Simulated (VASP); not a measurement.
# Sb (Fm-3m) in VASP: notebook

Runs on Sb. Level: r2SCAN. Tasks: single point.

Everything below comes from runs of VASP 6.6.1. Logs are shortened: lines on timing, memory, paths and dates and some standing lists are left out, and cuts for length are marked.

### 1 The crystal as given

It takes space group Fm-3m (No. 225, cubic). The conventional cell has a = 4.742 Å, b = 4.742 Å, c = 4.742 Å, α = 90.00°, β = 90.00°, γ = 90.00°. Sb (site symmetry m-3m) has 12 Sb at 3.35 Å as nearest neighbours.

This isn't the form of Sb at room conditions, which is rhombohedral.

### 2 Single point, r2SCAN

File INCAR:

```
SYSTEM = Sb
  PREC = Low
  ENCUT = 550
  EDIFF = 1E-6
  ISMEAR = 0
  SIGMA = 0.05
  LREAL = .FALSE.
  LASPH = .TRUE.
  NELM = 100
  ALGO = Normal
  ISIF = 2
  LWAVE = .FALSE.
  LCHARG = .FALSE.
  METAGGA = R2SCAN
  LMIXTAU = .TRUE.
  NBANDS = 8
  ADDGRID = .FALSE.
```

File KPOINTS:

```
regular mesh
0
G
  7 7 7
  0 0 0
```

File POSCAR:

```
Sb
1.0
    0.0000000000      2.3712425216      2.3712425216
    2.3712425216      0.0000000000      2.3712425216
    2.3712425216      2.3712425216      0.0000000000
Sb
1
Direct
    0.0000000000      0.0000000000      0.0000000000
```

Potentials or basis: VASP PAW PBE potentials, release 64 (Sb).

Started as:

```console
$ cat potpaw_PBE.64/Sb/POTCAR > POTCAR
$ mpirun -np 1 vasp_std > vasp.out
```

OUTCAR:

```text
SYSTEM = Sb
   PREC = Low
   ENCUT = 550
   EDIFF = 1E-6
   ISMEAR = 0
   LREAL = .FALSE.
   LASPH = .TRUE.
   NELM = 100
   ISIF = 2
   METAGGA = R2SCAN

 Found     20 irreducible k-points:

 Following reciprocal coordinates:
            Coordinates               Weight
  0.000000  0.000000  0.000000      1.000000
  0.142857  0.000000  0.000000      8.000000
  0.285714  0.000000  0.000000      8.000000
  0.428571  0.000000  0.000000      8.000000
  0.142857  0.142857  0.000000      6.000000
  0.285714  0.142857  0.000000     24.000000
   k-points           NKPTS =     20   k-points in BZ     NKDIM =     20   number of bands    NBANDS=      8
   number of dos      NEDOS =    301   number of ions     NIONS =      1
   total plane-waves  NPLWV =   8000
   dimension x,y,z NGX =    20 NGY =   20 NGZ =   20
   dimension x,y,z NGXF=    20 NGYF=   20 NGZF=   20
   ions per type =               1
   NGX,Y,Z   is equivalent  to a cutoff of   9.91,  9.91,  9.91 a.u.
   NGXF,Y,Z  is equivalent  to a cutoff of   9.91,  9.91,  9.91 a.u.
 SYSTEM =  Sb
   PREC   = low       normal or accurate (medium, high low for compatibility)
   ISTART =      0    job   : 0-new  1-cont  2-samecut
   ICHARG =      2    charge: 1-file 2-atom 10-const
   ISPIN  =      1    spin polarized calculation?
   LNONCOLLINEAR =      F non collinear calculations
   LSORBIT =      F    spin-orbit coupling
   LASPH  =      T    aspherical Exc in radial PAW
   ENCUT  =  550.0 eV  40.42 Ry    6.36 a.u.   6.41  6.41  6.41*2*pi/ulx,y,z
   NELM   =    100;   NELMIN=  2; NELMDL= -5     # of ELM steps
   EDIFF  = 0.1E-05   stopping-criterion for ELM
   LREAL  =      F    real-space projection
   EDIFFG = 0.1E-04   stopping-criterion for IOM
   NSW    =      0    number of steps for IOM
   IBRION =     -1    ionic relax: 0-MD 1-quasi-New 2-CG
   NFREE  =      0    steps in history (QN), initial steepest desc. (CG)
   ISIF   =      2    stress and relaxation
   ISYM   =      2    0-nonsym 1-usesym 2-fastsym
   POTIM  = 0.5000    time-step for ionic-motion
   TEBEG  =    0.0;   TEEND  =   0.0 temperature during run
   PSTRESS=    0.0 pullay stress
   NELECT =       5.0000    total number of electrons
   NUPDOWN=      -1.0000    fix difference up-down
   EMIN   =  10.00;   EMAX   =-10.00  energy-range for DOS
   EFERMI =   0.00;   METHOD = LEGACY
   ISMEAR =     0;   SIGMA  =   0.05  broadening in eV -4-tet -1-fermi 0-gaus
   EFERMI_NEDOS =   21; number of points for ismear=-14 and -15
   IALGO  =     38    algorithm
   IMIX   =      4    mixing-type and parameters
     AMIX     =   0.40;   BMIX     =  1.00
     AMIX_MAG =   1.60;   BMIX_MAG =  1.00
  volume/ion in A,a.u.               =      26.67       179.95
  Fermi-wavevector in a.u.,A,eV,Ry     =   0.937013  1.770697 11.945820  0.877993
  Thomas-Fermi vector in A             =   2.064081
   LORBIT       =      0    0 simple, 1 ext, 2 COOP (PROOUT), +10 PAW based schemes
   METAGGA = R2SCAN    functional components
   LHFCALC =     F    Hartree Fock is set to
   AEXX    =    0.0000 exact exchange contribution
   IVDW    =     0    specifies the selected vdW correction
   LEPSILON=     F    determine dielectric tensor
   LRPA    =     F    only Hartree local field effects (RPA)
 non-spin polarized calculation
 Gauss-broadening in eV      SIGMA  =   0.05
  energy-cutoff  :      550.00
  volume of cell :       26.67
 maximum number of plane-waves:       801
   NGX = 13   NGY = 13   NGZ = 13

 number of electron       5.0000028 magnetization

 Free energy of the ion-electron system (eV)
  ---------------------------------------------------
  ext. energy  EPLUGINS =         0.00000000
  ---------------------------------------------------
  free energy    TOTEN  =       -25.21115150 eV

  energy without entropy =      -25.20570373  energy(sigma->0) =      -25.20842762

 E-fermi :   8.3380     XC(G=0): -10.8872

 val. band max:        8.3358477876   @ k =   0.4286   0.2857   0.0000
 cond. band min:       8.3561860724   @ k =   0.2857   0.1429   0.0000
 fundamental gap:      0.0203382849
 Fermi energy:         8.3380144426

 k-point     1 :       0.0000    0.0000    0.0000
  band No.  band energies     occupation
      1      -5.0764      2.00000
      2      14.2984      0.00000
      3      14.2984      0.00000
      4      14.2984      0.00000
      5      19.0335      0.00000
      6      19.0335      0.00000
      7      19.0335      0.00000
      8      19.6126      0.00000

 k-point     2 :       0.1429    0.0000    0.0000
  band No.  band energies     occupation
      1      -4.6446      2.00000
      2      11.1819      0.00000
      3      13.7880      0.00000
      4      13.7881      0.00000
      5      17.8558      0.00000
      6      19.7897      0.00000
      7      19.7898      0.00000
      8      21.8865      0.00000

 k-point     3 :       0.2857    0.0000    0.0000
  band No.  band energies     occupation
      1      -3.3747      2.00000
      2       6.7016      2.00000
      3      12.9889      0.00000
      4      12.9890      0.00000
      5      17.3915      0.00000
      6      19.1956      0.00000
      7      19.1956      0.00000
      8      20.6891      0.00000

 k-point     4 :       0.4286    0.0000    0.0000
  band No.  band energies     occupation
      1      -1.5205      2.00000
      2       3.1134      2.00000
      3      12.5137      0.00000
      4      12.5137      0.00000
      5      17.3844      0.00000
      6      18.2850      0.00000
      7      18.2850      0.00000
      8      19.3123      0.00000

 k-point     5 :       0.1429    0.1429    0.0000
  band No.  band energies     occupation
      1      -4.5000      2.00000
      2      12.3837      0.00000
      3      12.5282      0.00000
      4      12.5282      0.00000
      5      16.4146      0.00000
      6      18.9801      0.00000
      7      21.3098      0.00000
      8      21.3098      0.00000

 k-point     6 :       0.2857    0.1429    0.0000
  band No.  band energies     occupation
      1      -3.5050      2.00000
      2       8.3562      0.60727
      3      11.5542      0.00000
      4      11.9359      0.00000
      5      16.3461      0.00000
      6      18.0638      0.00000
      7      21.3844      0.00000
      8      21.6973      0.00000

 [... further k-points ...]

------------------------ aborting loop because EDIFF is reached ----------------------------------------

  FORCE on cell =-STRESS in cart. coord.  units (eV):
  Direction    XX          YY          ZZ          XY          YZ          ZX
  --------------------------------------------------------------------------------------
  -------------------------------------------------------------------------------------
  Total       -0.0240485     -0.0240485     -0.0240485     -0.0000000      0.0000000     -0.0000000
  in kB       -1.4449108     -1.4449108     -1.4449108     -0.0000000      0.0000000     -0.0000000
  external PRESSURE =      -1.4449108 kB  Pullay stress =       0.0000000 kB

 VOLUME and BASIS-vectors are now :
 -----------------------------------------------------------------------------
  energy-cutoff  :      550.00
  volume of cell :       26.67
      direct lattice vectors                 reciprocal lattice vectors
     0.000000000  2.371242522  2.371242522    -0.210859916  0.210859916  0.210859916
     2.371242522  0.000000000  2.371242522     0.210859916 -0.210859916  0.210859916
     2.371242522  2.371242522  0.000000000     0.210859916  0.210859916 -0.210859916

 POSITION                                       TOTAL-FORCE (eV/Angst)
 -----------------------------------------------------------------------------------
      0.00000      0.00000      0.00000         0.000000      0.000000      0.000000
 -----------------------------------------------------------------------------------
    total drift:                               -0.000000     -0.000000      0.000000

  FREE ENERGIE OF THE ION-ELECTRON SYSTEM (eV)
  ---------------------------------------------------
  free  energy   TOTEN  =       -25.2111515025 eV

  energy  without entropy=      -25.2057037311  energy(sigma->0) =      -25.20842762
```

It took 24 s on 1 thread of Intel Xeon Platinum 8559C (Emerald Rapids), shared host; peak memory 0.1 GiB.

The run converged, but some of its settings lie outside the range that counts as converged, so its numbers aren't taken as properties of the crystal.

Results:

| Property | Result |
| --- | --- |
| Free energy | -25.2112 eV |
| Pressure | -0.1 GPa |
| Band gap on the k mesh | none (metal or under the smearing width) |

Caveat: the PAW data sets were made with another functional, which shifts forces and pressure a little.

### 3 Single point, r2SCAN

INCAR: that of step 2 with these lines changed.

```diff
@@ -1,3 +1,3 @@
 SYSTEM = Sb
-  PREC = Low
+  PREC = Normal
   ENCUT = 550
```

KPOINTS is that of step 2.

POSCAR is that of step 2.

Potentials or basis: VASP PAW PBE potentials, release 64 (Sb).

Started as:

```console
$ cat potpaw_PBE.64/Sb/POTCAR > POTCAR
$ mpirun -np 1 vasp_std > vasp.out
```

It took 21 s on 1 thread of Intel Xeon Platinum 8559C (Emerald Rapids), shared host; peak memory 0.12 GiB.

The run converged, but some of its settings lie outside the range that counts as converged, so its numbers aren't taken as properties of the crystal.

What came out:

| Item | Value |
| --- | --- |
| Free energy | -25.2111 eV |
| Pressure | -0.1 GPa |
| Band gap on the k mesh | none (metal or under the smearing width) |

Caveat: the PAW data sets were made with another functional, which shifts forces and pressure a little.

### 4 Single point, r2SCAN

INCAR: that of step 3 with these lines changed.

```diff
@@ -1,3 +1,3 @@
 SYSTEM = Sb
-  PREC = Normal
+  PREC = Accurate
   ENCUT = 550
@@ -6,3 +6,3 @@
   SIGMA = 0.05
-  LREAL = .FALSE.
+  LREAL = Auto
   LASPH = .TRUE.
```

KPOINTS is that of step 3.

POSCAR is that of step 3.

Started as:

```console
$ cat potpaw_PBE.64/Sb/POTCAR > POTCAR
$ mpirun -np 1 vasp_std > vasp.out
```

Wall time 42 s (1 thread of Intel Xeon Platinum 8559C (Emerald Rapids), shared host); peak memory 0.15 GiB.

These settings aren't checked as converged: the numbers below hold their error.

What came out:

```
Free energy            : -25.2118 eV
Pressure               : -0.1 GPa
Band gap on the k mesh : none (metal or under the smearing width)
```

Caveat: the PAW data sets were made with another functional, which shifts forces and pressure a little.

### 5 Single point, r2SCAN

INCAR: that of step 4 with these lines changed.

```diff
@@ -3,6 +3,6 @@
   ENCUT = 550
-  EDIFF = 1E-6
+  EDIFF = 1E-4
   ISMEAR = 0
   SIGMA = 0.05
-  LREAL = Auto
+  LREAL = .FALSE.
   LASPH = .TRUE.
```

KPOINTS is that of step 4.

POSCAR is that of step 4.

Started as:

```console
$ cat potpaw_PBE.64/Sb/POTCAR > POTCAR
$ mpirun -np 1 vasp_std > vasp.out
```

It took 33 s on 1 thread of Intel Xeon Platinum 8559C (Emerald Rapids), shared host; peak memory 0.16 GiB.

These settings aren't checked as converged: the numbers below hold their error.

Results:

```
Free energy            : -25.2110 eV
Pressure               : -0.1 GPa
Band gap on the k mesh : none (metal or under the smearing width)
```

Caveat: the PAW data sets were made with another functional, which shifts forces and pressure a little.

### 6 Single point, r2SCAN

INCAR: that of step 5 with these lines changed.

```diff
@@ -2,4 +2,4 @@
   PREC = Accurate
-  ENCUT = 550
-  EDIFF = 1E-4
+  ENCUT = 450
+  EDIFF = 1E-6
   ISMEAR = 0
```

File KPOINTS:

```
regular mesh
0
G
  8 8 8
  0 0 0
```

POSCAR is that of step 5.

Potentials or basis: VASP PAW PBE potentials, release 64 (Sb).

Started as:

```console
$ cat potpaw_PBE.64/Sb/POTCAR > POTCAR
$ mpirun -np 1 vasp_std > vasp.out
```

OUTCAR:

```text
SYSTEM = Sb
   PREC = Accurate
   ENCUT = 450
   EDIFF = 1E-6
   ISMEAR = 0
   LREAL = .FALSE.
   LASPH = .TRUE.
   NELM = 100
   ISIF = 2
   METAGGA = R2SCAN

 Found     29 irreducible k-points:

 Following reciprocal coordinates:
            Coordinates               Weight
  0.000000  0.000000  0.000000      1.000000
  0.125000  0.000000  0.000000      8.000000
  0.250000  0.000000  0.000000      8.000000
  0.375000  0.000000  0.000000      8.000000
  0.500000  0.000000  0.000000      4.000000
  0.125000  0.125000  0.000000      6.000000
   k-points           NKPTS =     29   k-points in BZ     NKDIM =     29   number of bands    NBANDS=      8
[... 142 lines left out ...]

  FORCE on cell =-STRESS in cart. coord.  units (eV):
  Direction    XX          YY          ZZ          XY          YZ          ZX
  --------------------------------------------------------------------------------------
  -------------------------------------------------------------------------------------
  Total        0.3294485      0.3294485      0.3294485     -0.0000000     -0.0000000     -0.0000000
  in kB       19.7942999     19.7942999     19.7942999     -0.0000000     -0.0000000     -0.0000000
  external PRESSURE =      19.7942999 kB  Pullay stress =       0.0000000 kB

 VOLUME and BASIS-vectors are now :
 -----------------------------------------------------------------------------
  energy-cutoff  :      450.00
  volume of cell :       26.67
      direct lattice vectors                 reciprocal lattice vectors
     0.000000000  2.371242522  2.371242522    -0.210859916  0.210859916  0.210859916
     2.371242522  0.000000000  2.371242522     0.210859916 -0.210859916  0.210859916
     2.371242522  2.371242522  0.000000000     0.210859916  0.210859916 -0.210859916

 POSITION                                       TOTAL-FORCE (eV/Angst)
 -----------------------------------------------------------------------------------
      0.00000      0.00000      0.00000         0.000000      0.000000      0.000000
 -----------------------------------------------------------------------------------
    total drift:                                0.000000     -0.000000     -0.000000

  FREE ENERGIE OF THE ION-ELECTRON SYSTEM (eV)
  ---------------------------------------------------
  free  energy   TOTEN  =       -25.2189904857 eV

  energy  without entropy=      -25.2167951065  energy(sigma->0) =      -25.21789280
```

It took 28 s on 1 thread of Intel Xeon Platinum 8559C (Emerald Rapids), shared host; peak memory 0.13 GiB.

The run converged, but some of its settings lie outside the range that counts as converged, so its numbers aren't taken as properties of the crystal.

Results:

| Item | Value |
| --- | --- |
| Free energy | -25.2190 eV |
| Pressure | 2.0 GPa |
| Band gap on the k mesh | none (metal or under the smearing width) |

Caveat: the PAW data sets were made with another functional, which shifts forces and pressure a little.

### 7 For comparison

An earlier run on the cell as given: functional PBEsol; potentials or basis VASP PAW PBE potentials, release 64 (Sb); cutoff 520 eV; k mesh 10 × 10 × 10; occupations fermi-dirac, width 0.05 eV; no spin polarisation.

* Pressure: -1.2 GPa
* Band gap on the k mesh: none (metal or under the smearing width)
